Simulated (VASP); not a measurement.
Runs of VASP 6.6.1 on Cu. The structure is hexagonal, space group P6/mmm (No. 191). Conventional cell: a = 2.441 Å, b = 2.441 Å, c = 2.380 Å, α = 90.00°, β = 90.00°, γ = 120.00°. Cu (site symmetry 6/mmm) is surrounded by 8 Cu at 2.38 to 2.44 Å. The cell was built by a generator and needn't be a form met in nature.

```csv
task,cell,k mesh,cutoff (eV),gap on the mesh (eV),pressure (GPa),relaxed volume (Å³/atom)
single point,"P6/mmm, 12.28 Å³/atom",9 × 9 × 8,520,none,0.7,-
relaxation of cell and atoms,relaxed,9 × 9 × 8,600,none,0.1,(b)
relaxation of cell and atoms,relaxed,27 × 27 × 22,600,none,-0.1,(a)
single point,"P6/mmm, 12.29 Å³/atom",27 × 27 × 22,520,none,1.4,-
single point,"P6/mmm, 11.63 Å³/atom",9 × 9 × 8,520,none,9.5,-
```

Alike in all rows: level PBEsol; potentials or basis VASP PAW PBE potentials, release 64 (Cu); no spin polarisation; smearing gaussian 0.1 eV.

Q: Fill in the values left out.

A: (a) 12.37; (b) 12.34.

Caveats: the PAW data sets were made with another functional, which shifts forces and pressure a little.

A gap of «none» marks a metal or a gap under the smearing width.
